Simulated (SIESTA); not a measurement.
**Mo under changes of volume**

One of the cells (15.892 Å³/atom); the others are scaled copies at fixed shape and fractional positions:

```
Mo
1.0
    -1.58381    1.58381    1.58381
     1.58381   -1.58381    1.58381
     1.58381    1.58381   -1.58381
Mo
1
Direct
  0.00000 0.00000 0.00000
```

| Property | Result |
| --- | --- |
| Program | SIESTA 5.4.2 |
| Functional | PBE |
| Potentials or basis | PseudoDojo 0.4 standard (PBE files) |
| Basis | TZDP (energy shift 0.01 Ry) |
| Grid cutoff | 800 Ry |
| Energy shift | 0.01 Ry |
| k mesh | 12 × 12 × 12 |
| Occupations | fermi-dirac, width 0.05 eV |
| Spin | no spin polarisation |

```tsv
volume (Å³/atom)	energy over the lowest point (meV/atom)	pressure (GPa)
14.938	31.80	14.7
15.256	?	?
15.574	0.00	1.9
15.892	2.05	-3.9
16.209	14.61	-8.7
16.527	36.47	-13.2
16.845	66.74	-17.0
```

What does the run at 15.256 Å³/atom give?

Energy over the lowest point 9.52 meV/atom; pressure 7.8 GPa.

Worked out: A Birch-Murnaghan fit of order 3 (a polynomial in V^(-2/3)) to the other rows has its minimum at 15.67 Å³/atom with B0 = V·E''(V) = 278 GPa and B' = 4.3. It gives 9.43 meV/atom at 15.256 Å³/atom, against the run's 9.52, and -dE/dV = 7.9 GPa, against 7.8.

Energies are extrapolated to zero smearing.

Caveats: semicore shells carry a single zeta, which can move pressures by several GPa and volumes by a few percent; the basis of atomic orbitals isn't converged, which shifts pressures, moduli and gaps.
